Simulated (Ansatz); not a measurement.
**Rh in Ru(0001), 2x2: scattering by a point defect**

Aim: the resistance that Rh in Ru(0001), 2x2 adds to the host.

Main program and level: Ansatz 0.2.0; Ansatz plane-wave DFT, PBE, PAW files; ballistic transport by layer matching (Landauer), zero bias; PAW set soft_1, in the first sound run; inputs show where later runs differ.

### 1. Set-up

The cell holds 64 atoms: 63 Ru and 1 Rh. Cell: a = 5.412 Å, b = 5.412 Å, c = 34.255 Å, α = 90.0°, β = 90.0°, γ = 120.0°. It derives from Ru. Regions: lead, 40 atoms (40 Ru); scattering region, 24 atoms (23 Ru and 1 Rh). The structure is stacked along c, and the current runs across the ab planes.

### 2. Transmission at ideal sites

The defect sits in one plane of the supercell, all atoms on ideal sites; the layers about the cell's end are the lead. The mesh across the current, 12×12, is finer than the density's, because channels open and close sharply across the zone. Energies from -0.1 to 0.1 eV in steps of 0.05 eV are too few for the program's thermal sum, so it prints no conductance; for a metal the transmission near the Fermi level serves, at a fraction of the cost.

The input, input.yaml:

```yaml
crystal:
  lattice:
    - [5.4116, 0.0, 0.0]
    - [-2.7058, 4.6865830751, 0.0]
    - [0.0, 0.0, 34.2552]
  atoms:
    - { symbol: Ru, position: [0.1666666667, 0.3333333333, 0.03125] }
    - { symbol: Ru, position: [0.1666666667, 0.8333333333, 0.03125] }
    - { symbol: Ru, position: [0.6666666667, 0.3333333333, 0.03125] }
    - { symbol: Ru, position: [0.6666666667, 0.8333333333, 0.03125] }
    - { symbol: Ru, position: [0.3333333333, 0.1666666667, 0.09375] }
    - { symbol: Ru, position: [0.3333333333, 0.6666666667, 0.09375] }
    - { symbol: Ru, position: [0.8333333333, 0.1666666667, 0.09375] }
    - { symbol: Ru, position: [0.8333333333, 0.6666666667, 0.09375] }
    - { symbol: Ru, position: [0.1666666667, 0.3333333333, 0.15625] }
    - { symbol: Ru, position: [0.1666666667, 0.8333333333, 0.15625] }
    - { symbol: Ru, position: [0.6666666667, 0.3333333333, 0.15625] }
    - { symbol: Ru, position: [0.6666666667, 0.8333333333, 0.15625] }
    - { symbol: Ru, position: [0.3333333333, 0.1666666667, 0.21875] }
    - { symbol: Ru, position: [0.3333333333, 0.6666666667, 0.21875] }
    - { symbol: Ru, position: [0.8333333333, 0.1666666667, 0.21875] }
    - { symbol: Ru, position: [0.8333333333, 0.6666666667, 0.21875] }
    - { symbol: Ru, position: [0.1666666667, 0.3333333333, 0.28125] }
    - { symbol: Ru, position: [0.1666666667, 0.8333333333, 0.28125] }
    - { symbol: Ru, position: [0.6666666667, 0.3333333333, 0.28125] }
    - { symbol: Ru, position: [0.6666666667, 0.8333333333, 0.28125] }
    - { symbol: Ru, position: [0.3333333333, 0.1666666667, 0.34375] }
    - { symbol: Ru, position: [0.3333333333, 0.6666666667, 0.34375] }
    - { symbol: Ru, position: [0.8333333333, 0.1666666667, 0.34375] }
    - { symbol: Ru, position: [0.8333333333, 0.6666666667, 0.34375] }
    - { symbol: Ru, position: [0.1666666667, 0.3333333333, 0.40625] }
    - { symbol: Ru, position: [0.1666666667, 0.8333333333, 0.40625] }
    - { symbol: Ru, position: [0.6666666667, 0.3333333333, 0.40625] }
    - { symbol: Ru, position: [0.6666666667, 0.8333333333, 0.40625] }
    - { symbol: Ru, position: [0.3333333333, 0.1666666667, 0.46875] }
    - { symbol: Ru, position: [0.3333333333, 0.6666666667, 0.46875] }
    - { symbol: Ru, position: [0.8333333333, 0.1666666667, 0.46875] }
    - { symbol: Ru, position: [0.8333333333, 0.6666666667, 0.46875] }
    - { symbol: Rh, position: [0.1666666667, 0.3333333333, 0.53125] }
    - { symbol: Ru, position: [0.1666666667, 0.8333333333, 0.53125] }
    - { symbol: Ru, position: [0.6666666667, 0.3333333333, 0.53125] }
    - { symbol: Ru, position: [0.6666666667, 0.8333333333, 0.53125] }
    - { symbol: Ru, position: [0.3333333333, 0.1666666667, 0.59375] }
    - { symbol: Ru, position: [0.3333333333, 0.6666666667, 0.59375] }
    - { symbol: Ru, position: [0.8333333333, 0.1666666667, 0.59375] }
    - { symbol: Ru, position: [0.8333333333, 0.6666666667, 0.59375] }
    - { symbol: Ru, position: [0.1666666667, 0.3333333333, 0.65625] }
    - { symbol: Ru, position: [0.1666666667, 0.8333333333, 0.65625] }
    - { symbol: Ru, position: [0.6666666667, 0.3333333333, 0.65625] }
    - { symbol: Ru, position: [0.6666666667, 0.8333333333, 0.65625] }
    - { symbol: Ru, position: [0.3333333333, 0.1666666667, 0.71875] }
    - { symbol: Ru, position: [0.3333333333, 0.6666666667, 0.71875] }
    - { symbol: Ru, position: [0.8333333333, 0.1666666667, 0.71875] }
    - { symbol: Ru, position: [0.8333333333, 0.6666666667, 0.71875] }
    - { symbol: Ru, position: [0.1666666667, 0.3333333333, 0.78125] }
    - { symbol: Ru, position: [0.1666666667, 0.8333333333, 0.78125] }
    - { symbol: Ru, position: [0.6666666667, 0.3333333333, 0.78125] }
    - { symbol: Ru, position: [0.6666666667, 0.8333333333, 0.78125] }
    - { symbol: Ru, position: [0.3333333333, 0.1666666667, 0.84375] }
    - { symbol: Ru, position: [0.3333333333, 0.6666666667, 0.84375] }
    - { symbol: Ru, position: [0.8333333333, 0.1666666667, 0.84375] }
    - { symbol: Ru, position: [0.8333333333, 0.6666666667, 0.84375] }
    - { symbol: Ru, position: [0.1666666667, 0.3333333333, 0.90625] }
    - { symbol: Ru, position: [0.1666666667, 0.8333333333, 0.90625] }
    - { symbol: Ru, position: [0.6666666667, 0.3333333333, 0.90625] }
    - { symbol: Ru, position: [0.6666666667, 0.8333333333, 0.90625] }
    - { symbol: Ru, position: [0.3333333333, 0.1666666667, 0.96875] }
    - { symbol: Ru, position: [0.3333333333, 0.6666666667, 0.96875] }
    - { symbol: Ru, position: [0.8333333333, 0.1666666667, 0.96875] }
    - { symbol: Ru, position: [0.8333333333, 0.6666666667, 0.96875] }
kpoints:
  mp_grid: { grid: [5, 5, 1] }
hamiltonian:
  xc: pbe
  pseudopotentials: { kind: paw, azcp: { folder: soft_1 } }
scf:
  occupations: { method: fermi_dirac, width: 0.1 }
output:
  transmission: { leads: [[0, 8]], kmesh: [12, 12], e_range: [-0.1, 0.1], de: 0.05 }
  write_potential: true
  write_density: true
  volumetric_format: npy
  elf: true
```

The run is started by

```
> ansatz run input.yaml --threads 4 --pin off --max-ram 15360MiB --backend cpu --events-out ev --progress --plain --runs-dir out
```

Numbers of over 12 decimals in the logs are rounded to 6 here.

What it wrote:

```text
Engine: ansatz 0.2.0, aarch64-unknown-linux-gnu
Pseudopotentials: kind: paw
Pseudopotential: Ru, paw, valence charge 16, recommended cutoff 420 eV (normal), soft_1/Ru.paw.azcp
Pseudopotential: Rh, paw, valence charge 17, recommended cutoff 420 eV (normal), soft_1/Rh.paw.azcp
Functional definition: PBE
  parameter kappa = 0.804
  parameter beta = 0.066725
  exchange = pbe_x(kappa = kappa, mu = beta*pi^2/3)
  correlation = pbe_c(beta = beta)
Crystal: 64 atoms, lattice volume = 868.777 Å³
Basis set: ecut = 420 eV, 16909 PW (Γ)
Bands: 615, of which v1, the nominal top of the filled ones, is band 513 counted from 1 (512 counted from 0)
Symmetry: 12 space group operations
Space group: P-6m2 (ITA 187), of the structure as read, at distance tolerance 9.5e-5 Å
k-points: 5 of 25 (time reversal used)
Non-local potential: Ru, projectors of the file, l = 0: 3, l = 1: 2, l = 2: 2, l = 3: 1
Non-local potential: Rh, projectors of the file, l = 0: 3, l = 1: 2, l = 2: 2, l = 3: 1
PAW form: soft (Blöchl's): semilocal exchange-correlation on the pseudo side does not see the compensation charge
PAW one-centre angular grid: Ru, 590 points (default); XC on 64 Gauss nodes
PAW one-centre angular grid: Rh, 590 points (default); XC on 64 Gauss nodes
Initial density: superposition of atomic densities (chi_scale 0.1, normalization cell, long waves kept (reshape's long-wave potential 0.54 eV rms))
Initial wavefunctions: pseudopotential atomic-orbital guess
Functional: x = pbe(κ = 0.804, μ = 0.219515), c = pbe(β = 0.066725)
SCF iter   1: F=—  HF=-376811.890018 eV  |F-HF|=—  |Δ(HF+E_count)|=         —  Δρ=1.31e-1  dr2=2.65e3  ethr=3.10e-3  ⟨swp⟩=5.0  Hψ=9992  notcnv=0
preconditioner: auto → Kerker (q_TF=auto, 2.805 Å⁻¹)  [metal: Δε(μ)=0.006 eV  Ē_g=5.300 eV  σ=0.100 eV  W_gap=0.02  n_scr=348 (ndim 8)  ℏωp=28.5 eV  f_vac=0.000  D(μ)=46.60/eV (n_scr^D=458)]
SCF iter   2: F=—  HF=-376775.278644 eV  |F-HF|=—  |Δ(HF+E_count)|=    3.66e1  Δρ=6.56e-2  dr2=1.15e3  ethr=3.10e-3  ⟨swp⟩=2.0  Hψ=6248  notcnv=0  defer=47
SCF iter   3: F=—  HF=-376763.807526 eV  |F-HF|=—  |Δ(HF+E_count)|=    1.15e1  Δρ=1.43e-2  dr2=2.05e0  ethr=3.10e-3  ⟨swp⟩=3.0  Hψ=6196  notcnv=0  defer=47
SCF iter   4: F=—  HF=-376763.492671 eV  |F-HF|=—  |Δ(HF+E_count)|=   3.15e-1  Δρ=3.89e-3  dr2=1.74e1  ethr=2.00e-4  ⟨swp⟩=2.4  Hψ=6151  notcnv=0  defer=46
SCF iter   5: F=—  HF=-376763.439253 eV  |F-HF|=—  |Δ(HF+E_count)|=   5.34e-2  Δρ=1.40e-3  dr2=1.96e0  ethr=2.00e-4  ⟨swp⟩=1.0  Hψ=3028  notcnv=0  defer=46
SCF iter   6: F=—  HF=-376763.432353 eV  |F-HF|=—  |Δ(HF+E_count)|=   6.90e-3  Δρ=2.80e-4  dr2=3.50e-3  ethr=1.91e-4  ⟨swp⟩=1.0  Hψ=3028  notcnv=0  defer=46
SCF iter   7: F=—  HF=-376763.432362 eV  |F-HF|=—  |Δ(HF+E_count)|=   9.32e-6  Δρ=5.66e-5  dr2=7.70e-5  ethr=3.41e-7  ⟨swp⟩=1.6  Hψ=3070  notcnv=0  defer=46
SCF iter   8: F=—  HF=-376763.434707 eV  |F-HF|=—  |Δ(HF+E_count)|=   2.34e-3  Δρ=1.75e-5  dr2=1.34e-5  ethr=7.51e-9  ⟨swp⟩=2.0  Hψ=4443  notcnv=0  defer=47
SCF iter   9: F=—  HF=-376763.434707 eV  |F-HF|=—  |Δ(HF+E_count)|=   1.41e-7  Δρ=3.48e-6  dr2=1.71e-7  ethr=1.30e-9  ⟨swp⟩=1.0  Hψ=3028  notcnv=0  defer=47
SCF iter  10: F=—  HF=-376763.434707 eV  |F-HF|=—  |Δ(HF+E_count)|=   7.68e-9  Δρ=1.10e-6  dr2=3.85e-7  ethr=9.76e-12  ⟨swp⟩=7.4  Hψ=6682  notcnv=0
SCF iter  11: F=-376763.434707 eV  HF=-376763.434707 eV  |F-HF|=5.53e-9  |Δ(HF+E_count)|=   1.34e-9  Δρ=2.42e-7  dr2=5.69e-9  ethr=9.76e-12  ⟨swp⟩=1.0  Hψ=6123  notcnv=0
SCF 1 converged in 11 iterations: F = -376763.434707 eV  dr2 = 5.69e-9
  greatest PAW one-centre occupation: 1.000 electrons in one spin orbital (limit 2), on the Rh atom at site 32 (counted from 0), in its partial waves of l = 0
transmission: 120 of 1197 steps passed
transmission: 240 of 1197 steps passed
[...]
transmission: 1197 of 1197 steps passed
SCF converged after 11 iterations
Free energy (F): -376763.434707 eV
Harris-Foulkes:  -376763.434707 eV  (|F-HF|=5.53e-9)
Internal energy: -376761.326815 eV  (E = F + TS)
E sigma→0 (E₀):  -376762.380761 eV
Entropy (-TS):   -2.107892 eV (-32.936 meV/atom)
Fermi energy:    23.359061 eV
--- Per-component energies (eV) ---
  E_band       = -3613.495273
  E_kinetic    = 29546.123525
  E_local      = -81473.678467  (includes V_loc(G=0)·N_el)
  E_nonlocal   = 26284.557236
  E_hartree    = 27074.804304
  E_xc         = -10922.414725
  E_vxc        = -13811.623156  (∫ρ·V_xc dr)
  E_paw        = -224197.863717  (= ΣΔE_a)
  E_vpaw       = -18308.519859  (= ΣTr[D̂ρ^β])
  E_aug_tail   = 0.039418  (compensation charges beyond the density's cutoff)
  E_ewald      = -143072.894389
  E_smearing   = -2.107892  (= −TS)
  E_closure    = 0.000000  (closes the sum)
  Σ components = -376763.434707   (vs F -376763.434707, Δ=0.00e0)
--- Band table (eV; the first three rows and the last of 5) ---
  k-point 0: bands = [... 509 lower, 24.0970, 24.0977, 24.0977, 24.1085, 24.1087, 24.2490, 24.2490, 24.2623, ... 98 higher]
  k-point 1: bands = [... 509 lower, 23.7786, 23.8099, 23.8529, 23.8625, 23.8636, 23.8771, 23.8901, 23.8923, ... 98 higher]
  k-point 2: bands = [... 509 lower, 23.0756, 23.1252, 23.1462, 23.1877, 23.1979, 23.3274, 23.3565, 23.3823, ... 98 higher]
  k-point 4: bands = [... 509 lower, 22.9725, 23.0036, 23.0059, 23.0067, 23.2822, 23.3235, 23.3291, 23.3354, ... 98 higher]
--- Transmission ---
  basis      : 223 plane waves across, 63 finite elements along
  points     : 19, standing for a mesh of 12 x 12
  energies   : 5 from -0.100000 to 0.100000 eV about the Fermi level, 0.050000 eV apart; the leads are filled to 0.000000 eV, and channels, transmission and decay are at 0.000000 eV
  crystal 0  : Ru8, at the sites [0, 8], period 4.2819 Å, over 32.11 Å; its Hamiltonian steps by up to 0.3 meV
    offset         : up to 0.0000 Å between an atom of the period and one for which it stands
    channels       : 5.930556e0 a spin
    conductance    : none, the energies end too early or step too widely for 300 K: set another output.transmission.e_range or a lower de, or, where they end at an eighth of basis.ecutwfc, a higher one
  junction   : crystal 0 to crystal 0, 1.44 to 31.42 Å
    transmission   : 5.430323e0 a spin
    conductance    : none, the energies end too early or step too widely for 300 K: set another output.transmission.e_range or a lower de, or, where they end at an eighth of basis.ecutwfc, a higher one
```

Wall time 8 min (4 threads of Arm Neoverse V1, shared host); peak memory 8.1 GiB.

This run has no spin polarisation although its electron count is odd.

This step gave:

```yaml
free_energy: -376763.4347 eV
energy_at_zero_smearing: -376762.3808 eV
fermi_energy: 23.36 eV
cell_area: 25.36 Å²
transmission_per_spin_nearest_the_fermi_level: 5.430
open_channels_per_spin_nearest_the_fermi_level: 5.931
step_of_the_lead_s_potential: 0.3 meV
```

Per spin. Transmission, zone mean against energy, zero at the Fermi level:

```
energy (eV)  transmission, zone mean
    -0.1000                     5.18
    -0.0500                     5.44
     0.0000                     5.43
     0.0500                     5.36
     0.1000                     4.98
```

Per spin. The open channels, zone mean, lead by energy, zero at the Fermi level:

```
energy (eV)  open channels, zone mean, lead
    -0.1000                            5.64
    -0.0500                            6.01
     0.0000                            5.93
     0.0500                            5.81
     0.1000                            5.18
```

Transmission over k1 and k2. At 0.0000 eV from the Fermi level.

Values, 12 rows by 12 columns:
```
 5.4  6.2  4.1  3.2  3.2  4.1  6.2  5.4  5.9  4.3  4.3  5.9
 3.8  4.1  4.9  4.9  4.9  4.9  4.9  4.1  3.8  4.3  3.6  4.3
 3.0  3.2  4.9  6.8  6.7  6.7  6.8  4.9  3.2  3.0  4.3  4.3
 3.8  3.2  4.9  6.7  6.9  9.4  6.9  6.7  4.9  3.2  3.8  5.9
 5.4  4.1  4.9  6.7  9.4 11.7 11.7  9.4  6.7  4.9  4.1  5.4
 5.5  6.2  4.9  6.8  6.9 11.7 11.8 11.7  6.9  6.8  4.9  6.2
 5.4  5.4  4.1  4.9  6.7  9.4 11.7 11.7  9.4  6.7  4.9  4.1
 3.8  5.9  3.8  3.2  4.9  6.7  6.9  9.4  6.9  6.7  4.9  3.2
 3.0  4.3  4.3  3.0  3.2  4.9  6.8  6.7  6.7  6.8  4.9  3.2
 3.8  4.3  3.6  4.3  3.8  4.1  4.9  4.9  4.9  4.9  4.9  4.1
 5.4  5.9  4.3  4.3  5.9  5.4  6.2  4.1  3.2  3.2  4.1  6.2
 5.5  5.4  3.8  3.0  3.8  5.4  5.5  5.4  3.8  3.0  3.8  5.4
```
Columns: k1 (b1) from -0.5 to 0.417; rows upwards: k2 (b2) from -0.5 to 0.417.

Open channels over k1 and k2. At 0.0000 eV from the Fermi level.

Ten even steps from '_' (3.0) to '@' (12.0):
```
--==::....::==--==::::==
..::::::::::::::..::..::
__..::========::..__::::
....::====%%====::....==
--::::==%%@@@@%%==::::--
--==::====@@@@@@====::==
----::::==%%@@@@%%==::::
..==....::====%%====::..
__::::__..::========::..
..::..::..::::::::::::::
--==::::==--==::....::==
----..__..------..__..--
```
Columns: k1 (b1) from -0.5 to 0.417; rows upwards: k2 (b2) from -0.5 to 0.417.

ELF in the ca plane at fractional y = 0.333, with atoms of Ru and Rh within 0.2 Å of it. It is the smooth field of the valence electrons, not physical close to the nuclei.

Values, 8 rows by 16 columns, each cell a mean:
```
0.27 0.27 0.34 0.30 0.28 0.28 0.29 0.34 0.26 0.26 0.26 0.38 0.26 0.27 0.26 0.39
0.43 0.34 0.28 0.28 0.38 0.39 0.28 0.28 0.33 0.43 0.28 0.29 0.29 0.46 0.29 0.29
0.55 0.43 0.30 0.29 0.50 0.50 0.29 0.30 0.42 0.55 0.30 0.29 0.35 0.57 0.36 0.29
0.45 0.34 0.28 0.28 0.39 0.40 0.27 0.28 0.34 0.45 0.28 0.27 0.30 0.48 0.30 0.27
0.27 0.27 0.34 0.30 0.28 0.28 0.29 0.34 0.26 0.26 0.26 0.38 0.26 0.27 0.26 0.39
0.43 0.34 0.28 0.28 0.38 0.39 0.28 0.28 0.32 0.44 0.26 0.29 0.29 0.46 0.29 0.29
0.55 0.43 0.30 0.29 0.50 0.50 0.29 0.29 0.44 0.68 0.29 0.29 0.35 0.57 0.35 0.29
0.45 0.34 0.28 0.28 0.39 0.40 0.28 0.27 0.33 0.46 0.26 0.27 0.30 0.47 0.30 0.27
```
Columns run along c (16.0 Å, from fractional 0.27 to 0.73 of the cell), rows up along a (5.4 Å). Atoms in or near the plane, at fractional coordinates: Ru at (0.28, 0.17), Ru at (0.28, 0.67), Ru at (0.41, 0.17), Ru at (0.41, 0.67), Rh at (0.53, 0.17), Ru at (0.53, 0.67), Ru at (0.66, 0.17), Ru at (0.66, 0.67).

Valence density in the ca plane at fractional y = 0.333, with atoms of Ru and Rh within 0.2 Å of it. It is the smooth field of the valence electrons, not physical close to the nuclei.

Values in units of 1e0 e/Å³, 8 rows by 16 columns, each cell a mean:
```
0.4 0.3 1.2 0.8 0.4 0.4 0.8 1.2 0.3 0.4 0.5 1.5 0.4 0.4 0.4 1.5
2.6 1.1 0.6 0.5 1.8 1.9 0.5 0.6 1.1 2.6 0.5 0.7 0.6 2.9 0.6 0.7
7.9 3.3 0.3 0.4 5.5 5.8 0.4 0.3 3.1 8.0 0.6 0.3 1.4 8.9 1.4 0.3
2.9 1.3 0.5 0.5 2.1 2.2 0.5 0.5 1.2 3.0 0.5 0.6 0.7 3.3 0.7 0.6
0.4 0.3 1.2 0.8 0.4 0.4 0.8 1.2 0.3 0.4 0.5 1.5 0.4 0.4 0.4 1.5
2.6 1.1 0.6 0.5 1.8 1.9 0.5 0.6 1.1 2.8 0.5 0.7 0.6 2.9 0.6 0.7
7.9 3.3 0.3 0.4 5.5 5.8 0.4 0.3 3.4 9.2 0.6 0.3 1.4 8.9 1.4 0.3
2.9 1.3 0.5 0.5 2.1 2.2 0.5 0.5 1.3 3.3 0.5 0.6 0.7 3.3 0.7 0.6
```
Columns run along c (16.0 Å, from fractional 0.27 to 0.73 of the cell), rows up along a (5.4 Å). Atoms in or near the plane, at fractional coordinates: Ru at (0.28, 0.17), Ru at (0.28, 0.67), Ru at (0.41, 0.17), Ru at (0.41, 0.67), Rh at (0.53, 0.17), Ru at (0.53, 0.67), Ru at (0.66, 0.17), Ru at (0.66, 0.67).

Electrostatic potential energy in the ca plane at fractional y = 0.333, with atoms of Ru and Rh within 0.2 Å of it. With pseudopotentials it is smooth inside the atoms' cores, unlike the true potential.

Ten even steps from '0' (-70 eV) to '9' (24 eV), each cell a mean:
```
99999986689999999976799999999876799999999866
99999986689999999976799999999876899999999866
86579998899975689998899865689988999865799988
41038999999730158999999620269999998410389999
30027999999610038999999500059999998300279999
51148999999831259999999621279999998511489999
86689998899986789998899976799988999866899988
99999986689999999976799999999876799999999866
99999986689999999976799999999876899999999866
86579998899975689998899865789988999865799988
41038999999730158999999632369999998410389999
30027999999610038999999520259999998300279999
51148999999831259999999632379999998511489999
86689998899986789998899976799988999866899988
```
Columns run along c (16.0 Å, from fractional 0.27 to 0.73 of the cell; values clipped at the 3rd and 97th percentile), rows up along a (5.4 Å). Atoms in or near the plane, at fractional coordinates: Ru at (0.28, 0.17), Ru at (0.28, 0.67), Ru at (0.41, 0.17), Ru at (0.41, 0.67), Rh at (0.53, 0.17), Ru at (0.53, 0.67), Ru at (0.66, 0.17), Ru at (0.66, 0.67).

Over the solved energies the transmission per spin lies between 4.98 and 5.44, out of 5.71 channels of the lead on average (up to 6.01).

### 3. Resistance at ideal sites

This step: Ansatz plane-wave DFT, PBE, PAW files; ballistic transport by layer matching (Landauer), zero bias; area resistance of the defect plane and resistivity an atomic per cent; PAW set soft_1 (Ansatz 0.2.0).

Numbers from this step:

* area resistance: 0.05184 fΩ m²
* T over the leads' mean channel count: 0.9143
* resistivity per at.% scaled from this dense plane, with the factor 3/4 for isotropic scattering: 0.7264 µΩ cm

Averaged over the energies near the Fermi level, 91.4 % of the channels pass, which makes 0.0518 fΩ m².

By hand, with T and the leads' channels N averaged over the energies near the Fermi level: RA = A (h/2e²)(1/T − 1/N) = 25.36×10⁻²⁰ m² × 12 906 Ω × (1/5.410 − 1/5.917) = 0.0518 fΩ m². Per atomic per cent: RA × A / V_atom × 0.01 × 3/4 = 0.726 µΩ cm, with the host's V_atom = 13.57 Å³.

[end of part 1 of 3]

[Logs are printed without paths, hosts, clocks, repeated set-up lines and the standing remarks that a program may print on its own settings, such as how far it seeks lower states.]

[Hosts, paths, dates, database ids (printed as entryN), source tags and the programs' standing remarks are cut or masked in the printed files.]
